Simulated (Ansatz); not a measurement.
# ZrC: restoring forces

ZrC is deformed so: atom 2 (C) moved by (0.057, 0.057, 0.000) Å. What stress and forces result, by LAPW, PAW and all-electron datasets made for the crystal?

Method: DFT PBE, scalar-relativistic, in Ansatz 0.2.0.

1 further run of the same task is left out (it didn't finish). Runs told in other sessions of the task aren't counted.

### Step 1. The system as given

The structure is cubic, space group Fm-3m (No. 225). The conventional cell has a = 4.700 Å, b = 4.700 Å, c = 4.700 Å, α = 90.00°, β = 90.00°, γ = 90.00°. Around Zr (site symmetry m-3m) lie 6 C at 2.35 Å. C (site symmetry m-3m) has 6 Zr at 2.35 Å in its first shell of neighbours.

As a file:

```
CELL_PARAMETERS angstrom
0.00000 2.35021 2.35021
2.35021 0.00000 2.35021
2.35021 2.35021 0.00000
ATOMIC_POSITIONS crystal
Zr 0.50000 0.50000 0.50000
C 0.00000 0.00000 0.00000
```

Atoms are numbered in the order of the input: Zr1, C2.

### Step 2. After the deformation

Space group Fm-3m before, Imm2 after.

### Step 3. All-electron LAPW

The input, input.yaml:

```yaml
crystal:
  lattice:
    - [0.0, 2.35021, 2.35021]
    - [2.35021, 0.0, 2.35021]
    - [2.35021, 2.35021, 0.0]
  atoms:
    - { symbol: Zr, position: [0.5, 0.5, 0.5] }
    - { symbol: C, position: [0.0, 0.0, 0.024069764] }
kpoints:
  mp_grid: { grid: [15, 15, 15] }
scf:
  occupations: { method: fermi_dirac, width: 0.05 }
hamiltonian:
  xc: pbe
  pseudopotentials: { kind: all_electron, lapw: { basis_error: 0.0005 } }
output:
  forces: true
  stress: true
  eigenvalues: true
```

Run with:

```
$ ansatz run input.yaml --threads 1 --pin off --max-ram 2048MiB --backend cpu --events-out ev --progress --plain --runs-dir out
```

### Step 4. Frozen-core PAW

Changes to input.yaml since step 3:

```diff
@@ -14,3 +14,3 @@
   xc: pbe
-  pseudopotentials: { kind: all_electron, lapw: { basis_error: 0.0005 } }
+  pseudopotentials: { kind: paw }
 output:
@@ -19 +19,2 @@
   eigenvalues: true
+  efg: { contact_densities: true }
```

### Step 5. Datasets made for this crystal

Changes to input.yaml since step 4:

```diff
@@ -14,3 +14,3 @@
   xc: pbe
-  pseudopotentials: { kind: paw }
+  pseudopotentials: { kind: all_electron, datasets: crystal }
 output:
```

(Steps that only read results are left out.)

**Question.** What will these runs give? Wanted: pressure; largest shear or deviatoric stress; force on C2 along the move.

**Answer**, as computed:

| quantity | value |
| --- | --- |
| pressure | LAPW 1.74, PAW 1.68, crystal datasets 1.74 GPa |
| largest shear or deviatoric stress (LAPW) | 0.58 GPa |
| force on C2 along the move | -0.535 eV/Å |

What this shows: C2 feels a force against its move, a stiffness of 6.69 eV/Å² with all periodic images moving together. No run of the undeformed cell stands beside it, so pressure and stress hold what the given cell had before the change, as far as its symmetry allows. PAW: stress within 0.07 GPa of LAPW, forces within 1 meV/Å. Crystal datasets: stress within 0.01 GPa of LAPW, forces within 1 meV/Å.
